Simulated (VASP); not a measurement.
# TiO2 (Anatase) (I4_1/amd) in VASP: a series of runs

Runs on TiO2 (Anatase). Level: PBE. Tasks: single point.

Program: VASP 6.6.1. These are calculated values, not measurements. Logs are shortened: lines on timing, memory, paths and dates and some standing lists are left out, and cuts for length are marked.

## 1. The crystal as given

Symmetry: I4_1/amd, No. 141, tetragonal system. Conventional cell: a = 3.784 Å, b = 3.784 Å, c = 9.515 Å, α = 90.00°, β = 90.00°, γ = 90.00°. Ti (site symmetry -4m2) is surrounded by 6 O at 1.93 to 1.98 Å. O (site symmetry 2mm) has 3 Ti at 1.93 to 1.98 Å as nearest neighbours.

## 2. Single point, PBE

The input, INCAR:

```
SYSTEM = TiO2
ADDGRID = .FALSE.
ALGO = Normal
EDIFF = 1E-7
ENCUT = 520
GGA = PE
ISIF = 2
ISMEAR = 0
LASPH = .TRUE.
LCHARG = .FALSE.
LREAL = .FALSE.
LWAVE = .FALSE.
NELM = 100
PREC = Accurate
SIGMA = 0.05
```

The input, KPOINTS:

```
k-points
0
G
  9 9 9
  0 0 0
```

The input, POSCAR:

```
TiO2
1.0
   -1.8921000000      1.8921000000      4.7573000000
    1.8921000000     -1.8921000000      4.7573000000
    1.8921000000      1.8921000000     -4.7573000000
Ti O
2 4
Direct
    0.7500000000      0.2500000000      0.5000000000
    0.0000000000      0.0000000000      0.0000000000
    0.7919000000      0.7919000000      0.0000000000
    0.5419000000      0.0419000000      0.5000000000
    0.9581000000      0.4581000000      0.5000000000
    0.2081000000      0.2081000000      0.0000000000
```

Potentials or basis: VASP PAW PBE potentials, release 64 (Ti, O).

Launch:

```sh
$ cat potpaw_PBE.64/Ti/POTCAR potpaw_PBE.64/O/POTCAR > POTCAR
$ mpirun -np 1 vasp_std > vasp.out
```

OUTCAR:

```text
SYSTEM = TiO2
   EDIFF = 1E-7
   ENCUT = 520
   GGA = PE
   ISIF = 2
   ISMEAR = 0
   LASPH = .TRUE.
   LREAL = .FALSE.
   NELM = 100
   PREC = Accurate

 Found     75 irreducible k-points:

 Following reciprocal coordinates:
            Coordinates               Weight
  0.000000  0.000000  0.000000      1.000000
  0.111111  0.000000  0.000000      8.000000
  0.222222  0.000000  0.000000      8.000000
  0.333333  0.000000  0.000000      8.000000
  0.444444  0.000000  0.000000      8.000000
  0.111111  0.111111  0.000000      8.000000
   k-points           NKPTS =     75   k-points in BZ     NKDIM =     75   number of bands    NBANDS=     20
   number of dos      NEDOS =    301   number of ions     NIONS =      6
   total plane-waves  NPLWV =  74088
   dimension x,y,z NGX =    42 NGY =   42 NGZ =   42
   dimension x,y,z NGXF=    84 NGYF=   84 NGZF=   84
   ions per type =               2   4
   NGX,Y,Z   is equivalent  to a cutoff of  12.79, 12.79, 12.79 a.u.
   NGXF,Y,Z  is equivalent  to a cutoff of  25.58, 25.58, 25.58 a.u.
 SYSTEM =  TiO2
   PREC   = accura    normal or accurate (medium, high low for compatibility)
   ISTART =      0    job   : 0-new  1-cont  2-samecut
   ICHARG =      2    charge: 1-file 2-atom 10-const
   ISPIN  =      1    spin polarized calculation?
   LNONCOLLINEAR =      F non collinear calculations
   LSORBIT =      F    spin-orbit coupling
   LASPH  =      T    aspherical Exc in radial PAW
   ENCUT  =  520.0 eV  38.22 Ry    6.18 a.u.  10.15 10.15 10.15*2*pi/ulx,y,z
   NELM   =    100;   NELMIN=  2; NELMDL= -5     # of ELM steps
   EDIFF  = 0.1E-06   stopping-criterion for ELM
   LREAL  =      F    real-space projection
   EDIFFG = 0.1E-05   stopping-criterion for IOM
   NSW    =      0    number of steps for IOM
   IBRION =     -1    ionic relax: 0-MD 1-quasi-New 2-CG
   NFREE  =      0    steps in history (QN), initial steepest desc. (CG)
   ISIF   =      2    stress and relaxation
   ISYM   =      2    0-nonsym 1-usesym 2-fastsym
   POTIM  = 0.5000    time-step for ionic-motion
   TEBEG  =    0.0;   TEEND  =   0.0 temperature during run
   PSTRESS=    0.0 pullay stress
   NELECT =      32.0000    total number of electrons
   NUPDOWN=      -1.0000    fix difference up-down
   EMIN   =  10.00;   EMAX   =-10.00  energy-range for DOS
[... 5 lines left out ...]
     AMIX     =   0.40;   BMIX     =  1.00
     AMIX_MAG =   1.60;   BMIX_MAG =  1.00
  volume/ion in A,a.u.               =      11.35        76.62
  Fermi-wavevector in a.u.,A,eV,Ry     =   1.272590  2.404847 22.034444  1.619486
  Thomas-Fermi vector in A             =   2.405460
   LORBIT       =      0    0 simple, 1 ext, 2 COOP (PROOUT), +10 PAW based schemes
   GGA     = PE    functional components
   LHFCALC =     F    Hartree Fock is set to
   AEXX    =    0.0000 exact exchange contribution
   IVDW    =     0    specifies the selected vdW correction
   LEPSILON=     F    determine dielectric tensor
   LRPA    =     F    only Hartree local field effects (RPA)
 non-spin polarized calculation
 Gauss-broadening in eV      SIGMA  =   0.05
  energy-cutoff  :      520.00
  volume of cell :       68.13
 maximum number of plane-waves:      1849
 NGX is ok and might be reduce to    42
   NGX = 21   NGY = 21   NGZ = 21

 number of electron      31.9999990 magnetization

 Free energy of the ion-electron system (eV)
  ---------------------------------------------------
  ext. energy  EPLUGINS =         0.00000000
  ---------------------------------------------------
  free energy    TOTEN  =       -52.91457225 eV

  energy without entropy =      -52.91457225  energy(sigma->0) =      -52.91457225

 E-fermi :   0.9138     XC(G=0): -10.5257

 val. band max:        0.7073024363   @ k =  -0.4444   0.4444   0.0000
 cond. band min:       2.6444832371   @ k =   0.0000   0.0000   0.0000
 fundamental gap:      1.9371808008
 Fermi energy:         0.9138125608

 k-point     1 :       0.0000    0.0000    0.0000
  band No.  band energies     occupation
      1     -16.9983      2.00000
      2     -15.9505      2.00000
      3     -15.9382      2.00000
      4     -15.4719      2.00000
      5      -3.2705      2.00000
      6      -3.1542      2.00000
      7      -3.1542      2.00000
      8      -2.7441      2.00000
      9      -1.3958      2.00000
     10      -1.3958      2.00000
     11      -1.3284      2.00000
     12      -0.0520      2.00000
     13      -0.0520      2.00000
     14      -0.0519      2.00000
     15       0.2471      2.00000
     16       0.2471      2.00000
     17       2.6445      0.00000
     18       3.3575      0.00000
     19       4.4751      0.00000
     20       4.4817      0.00000

 k-point     2 :       0.1111    0.0000    0.0000
  band No.  band energies     occupation
      1     -16.9387      2.00000
      2     -15.9372      2.00000
      3     -15.9068      2.00000
      4     -15.4680      2.00000
      5      -3.3537      2.00000
      6      -3.2714      2.00000
      7      -3.1425      2.00000
      8      -2.7571      2.00000
      9      -1.4502      2.00000
     10      -1.4143      2.00000
     11      -1.2385      2.00000
     12      -0.3350      2.00000
     13      -0.1320      2.00000
     14      -0.0495      2.00000
     15       0.0580      2.00000
     16       0.2703      2.00000
     17       2.9391      0.00000
     18       3.4041      0.00000
     19       4.1472      0.00000
     20       4.3162      0.00000

 k-point     3 :       0.2222    0.0000    0.0000
  band No.  band energies     occupation
      1     -16.7851      2.00000
      2     -15.8867      2.00000
      3     -15.8391      2.00000
      4     -15.4606      2.00000
      5      -3.7217      2.00000
      6      -3.2575      2.00000
      7      -3.1097      2.00000
      8      -2.7778      2.00000
      9      -1.7630      2.00000
     10      -1.4593      2.00000
     11      -1.1459      2.00000
     12      -0.8550      2.00000
     13      -0.5432      2.00000
     14      -0.0675      2.00000
     15      -0.0620      2.00000
     16       0.2320      2.00000
     17       3.4240      0.00000
     18       3.6341      0.00000
     19       3.8443      0.00000
     20       4.1236      0.00000

 k-point     4 :       0.3333    0.0000    0.0000
  band No.  band energies     occupation
      1     -16.6086      2.00000
      2     -15.7922      2.00000
      3     -15.7743      2.00000
      4     -15.4692      2.00000
      5      -3.9468      2.00000
      6      -3.1959      2.00000
      7      -3.0650      2.00000
      8      -2.8758      2.00000
      9      -2.4008      2.00000
     10      -1.5025      2.00000
     11      -1.1814      2.00000
     12      -1.1701      2.00000
     13      -0.9768      2.00000
     14      -0.1489      2.00000
     15      -0.1132      2.00000
     16       0.1377      2.00000
     17       3.5979      0.00000
     18       3.8949      0.00000
     19       4.0583      0.00000
     20       4.1104      0.00000

 k-point     5 :       0.4444    0.0000    0.0000
  band No.  band energies     occupation
      1     -16.4971      2.00000
      2     -15.7392      2.00000
      3     -15.6651      2.00000
      4     -15.5237      2.00000
      5      -3.8708      2.00000
      6      -3.3980      2.00000
      7      -3.0299      2.00000
      8      -3.0227      2.00000
      9      -2.7143      2.00000
     10      -1.5125      2.00000
     11      -1.3462      2.00000
     12      -1.2473      2.00000
     13      -1.2470      2.00000
     14      -0.2278      2.00000
     15      -0.1392      2.00000
     16       0.0888      2.00000
     17       3.7169      0.00000
     18       4.0494      0.00000
     19       4.0618      0.00000
     20       4.1516      0.00000

 k-point     6 :       0.1111    0.1111    0.0000
  band No.  band energies     occupation
      1     -16.8632      2.00000
      2     -15.9373      2.00000
      3     -15.8724      2.00000
      4     -15.4723      2.00000
      5      -3.4012      2.00000
      6      -3.2910      2.00000
      7      -3.2470      2.00000
      8      -2.7768      2.00000
      9      -1.6491      2.00000
     10      -1.3092      2.00000
     11      -1.0919      2.00000
     12      -0.5139      2.00000
     13      -0.3915      2.00000
     14      -0.1532      2.00000
     15       0.0079      2.00000
     16       0.3691      2.00000
     17       3.1676      0.00000
     18       3.4202      0.00000
     19       4.0070      0.00000
     20       4.2389      0.00000

 [... further k-points ...]
[... 5 lines left out ...]
  --------------------------------------------------------------------------------------
  -------------------------------------------------------------------------------------
  Total        3.5500295      3.5500295      3.7523350      0.0000000      0.0000000      0.0000000
  in kB       83.4898814     83.4898814     88.2477193      0.0000000      0.0000000      0.0000000
  external PRESSURE =      85.0758274 kB  Pullay stress =       0.0000000 kB

 VOLUME and BASIS-vectors are now :
 -----------------------------------------------------------------------------
  energy-cutoff  :      520.00
  volume of cell :       68.13
      direct lattice vectors                 reciprocal lattice vectors
    -1.892100000  1.892100000  4.757300000     0.000000000  0.264256646  0.105101633
     1.892100000 -1.892100000  4.757300000     0.264256646  0.000000000  0.105101633
     1.892100000  1.892100000 -4.757300000     0.264256646  0.264256646  0.000000000

 POSITION                                       TOTAL-FORCE (eV/Angst)
 -----------------------------------------------------------------------------------
      0.00000      1.89210      2.37865         0.000000      0.000000     -0.000000
      0.00000      0.00000      0.00000         0.000000      0.000000     -0.000000
      0.00000      0.00000      7.53461        -0.000000      0.000000     -0.167111
      0.00000      1.89210      0.39866         0.000000     -0.000000     -0.167111
      0.00000      1.89210      4.35864         0.000000     -0.000000      0.167111
      0.00000      0.00000      1.97999        -0.000000      0.000000      0.167111
 -----------------------------------------------------------------------------------
    total drift:                                0.000000      0.000000      0.000000

  FREE ENERGIE OF THE ION-ELECTRON SYSTEM (eV)
  ---------------------------------------------------
  free  energy   TOTEN  =       -52.9145722477 eV

  energy  without entropy=      -52.9145722477  energy(sigma->0) =      -52.91457225
```

It took 2.2 min on 1 thread of Intel Xeon Platinum 8488C (Sapphire Rapids), shared host; peak memory 0.29 GiB.

The run converged, but some of its settings lie outside the range that counts as converged, so its numbers aren't taken as properties of the crystal.

Results:

| Item | Value |
| --- | --- |
| Free energy | -52.9146 eV |
| Pressure | 8.5 GPa |
| Largest force | 0.167 eV/Å |
| Band gap on the k mesh | 1.94 eV, indirect (least direct gap 2.27 eV) |

Caveat: an odd mesh through Γ misses points on the zone boundary, where band edges often lie.

## 3. Single point, PBE

INCAR is that of step 2.

KPOINTS is that of step 2.

The input, POSCAR:

```
TiO2
1.0
   -1.8921000000      1.8921000000      4.7573000000
    1.8921000000     -1.8921000000      4.7573000000
    1.8921000000      1.8921000000     -4.7573000000
Ti O
2 4
Direct
    0.7634100000      0.2505420000      0.5022120000
    0.0240310000     -0.0225460000     -0.0109780000
    0.8032660000      0.7916050000      0.0039110000
    0.5255800000      0.0234350000      0.4817660000
    0.9615640000      0.4693800000      0.5068500000
    0.1853180000      0.2146180000     -0.0384270000
```

Potentials or basis: VASP PAW PBE potentials, release 64 (Ti, O).

Launch:

```sh
$ cat potpaw_PBE.64/Ti/POTCAR potpaw_PBE.64/O/POTCAR > POTCAR
$ mpirun -np 1 vasp_std > vasp.out
```

Run time: 12 min. Hardware: 1 thread of Intel Xeon Platinum 8488C (Sapphire Rapids), shared host; peak memory 0.58 GiB.

The run converged, but some of its settings lie outside the range that counts as converged, so its numbers aren't taken as properties of the crystal.

Results:

```
Free energy            : -52.4987 eV
Pressure               : 11.9 GPa
Largest force          : 3.048 eV/Å
Band gap on the k mesh : 2.18 eV, indirect (least direct gap 2.63 eV)
```

Caveat: an odd mesh through Γ misses points on the zone boundary, where band edges often lie.

## 4. Single point, PBE

Changes to INCAR since step 3:

```diff
@@ -4,3 +4,3 @@
 EDIFF = 1E-7
-ENCUT = 520
+ENCUT = 900
 GGA = PE
```

The input, KPOINTS:

```
k-points
0
G
  7 7 7
  0 0 0
```

The input, POSCAR:

```
TiO2
1.0
   -1.8921000000      1.8921000000      4.7573000000
    1.8921000000     -1.8921000000      4.7573000000
    1.8921000000      1.8921000000     -4.7573000000
Ti O
2 4
Direct
    0.7500000000      0.2500000000      0.5000000000
    0.0000000000      0.0000000000      0.0000000000
    0.7919000000      0.7919000000      0.0000000000
    0.5419000000      0.0419000000      0.5000000000
    0.9581000000      0.4581000000      0.5000000000
    0.2081000000      0.2081000000      0.0000000000
```

Launch:

```sh
$ cat potpaw_PBE.64/Ti/POTCAR potpaw_PBE.64/O/POTCAR > POTCAR
$ mpirun -np 1 vasp_std > vasp.out
```

It took 2.8 min on 1 thread of Intel Xeon Platinum 8488C (Sapphire Rapids), shared host; peak memory 0.44 GiB.

The run converged, but some of its settings lie outside the range that counts as converged, so its numbers aren't taken as properties of the crystal.

What came out:

| Quantity | Value |
| --- | --- |
| Free energy | -52.9437 eV |
| Pressure | 8.6 GPa |
| Largest force | 0.164 eV/Å |
| Band gap on the k mesh | 1.94 eV, indirect (least direct gap 2.26 eV) |

Caveat: an odd mesh through Γ misses points on the zone boundary, where band edges often lie.

## 5. For comparison

An earlier run on the cell as given: functional PBEsol; potentials or basis VASP PAW PBE potentials, release 64 (Ti_sv, O); cutoff 520 eV; k mesh 10 × 10 × 10; occupations fermi-dirac, width 0.05 eV; no spin polarisation.

* Pressure: -0.4 GPa
* Largest force: 0.012 eV/Å
* Band gap on the k mesh: 2.06 eV, indirect (least direct gap 2.40 eV)
